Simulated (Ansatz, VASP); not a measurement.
# Two plane-wave programs on RbBr

The input INCAR:

```
ALGO     = Normal         # electronic algorithm
EDIFF    = 1E-7           # SCF threshold, eV
ENCUT    = 520            # plane-wave cutoff, eV
GGA      = PE             # functional
ISIF     = 2              # what is computed and relaxed
ISMEAR   = -1             # smearing method
LASPH    = True           # aspherical terms in the spheres
LCHARG   = False          # write CHGCAR
LREAL    = False          # projectors in reciprocal space
LWAVE    = False          # write WAVECAR
NBANDS   = 24             # bands
NELM     = 80             # most SCF steps
PREC     = Accurate       # precision mode
SIGMA    = 0.02           # smearing width, eV
```

Contents of KPOINTS:

```
k-points
0
Gamma
  6 6 4
```

File POSCAR:

```
RbBr
1.0
    4.7710910955      0.0000000000      0.0000000000
   -2.3855455477      4.1318860925      0.0000000000
    0.0000000000      0.0000000000      8.4101528072
Rb Br
2 2
Direct
    0.0000000000      0.0000000000      0.0000000000
    0.0000000000      0.0000000000      0.5000000000
    0.3333333333      0.6666666667      0.2500000000
    0.6666666667      0.3333333333      0.7500000000
```

Input for Ansatz:

```yaml
crystal:
  lattice:
    - [4.7710910955, 0.0, 0.0]
    - [-2.3855455477, 4.1318860925, 0.0]
    - [0.0, 0.0, 8.4101528072]
  atoms:
    - { symbol: Rb, position: [0.0, 0.0, 0.0] }
    - { symbol: Rb, position: [0.0, 0.0, 0.5] }
    - { symbol: Br, position: [0.3333333333, 0.6666666667, 0.25] }
    - { symbol: Br, position: [0.6666666667, 0.3333333333, 0.75] }
kpoints:
  mp_grid: { grid: [6, 6, 4] }
  band_path:
    path:
      - [[0.0, 0.0, 0.0], [0.5, -1.364160075933e-17, 0.0], [0.3333333333333, 0.3333333333333, 0.0], [0.0, 0.0, 0.0], [0.0, 0.0, 0.5], [0.5, -1.364160075933e-17, 0.5], [0.3333333333333, 0.3333333333333, 0.5], [0.0, 0.0, 0.5]]
      - [[0.5, -1.364160075933e-17, 0.5], [0.5, -1.364160075933e-17, 0.0]]
      - [[0.3333333333333, 0.3333333333333, 0.5], [0.3333333333333, 0.3333333333333, 0.0]]
    npoints: 10
hamiltonian:
  xc: pbe
scf:
  occupations: { method: fermi_dirac, width: 0.02 }
  n_extra_bands: 5
output:
  forces: true
  stress: true
  eigenvalues: true
```

The cell was built by a generator and needn't be a form met in nature.

Alike in both runs: task single point; functional PBE; k mesh 6 × 6 × 4; occupations fermi-dirac, width 0.02 eV; no spin polarisation.

|  | VASP | Ansatz |
| --- | --- | --- |
| version | VASP 6.6.1 | Ansatz 0.2.0 |
| potentials or method | VASP PAW PBE potentials, release 64 (Rb_sv, Br) | plane waves, PAW |
| plane-wave cutoff (eV) | 520 | 420 |
| valence electrons in the cell | 32 | 32 |

|  | VASP | Ansatz | Ansatz less VASP |
| --- | --- | --- | --- |
| gap on the k mesh at the Fermi level (eV) | 4.23 | 4.23 | +0.002 |
| pressure (GPa) | 0.6 | 0.6 | -0.02 |

A k mesh can miss the band edges. As with any semilocal functional, this PBE gap is likely too small.
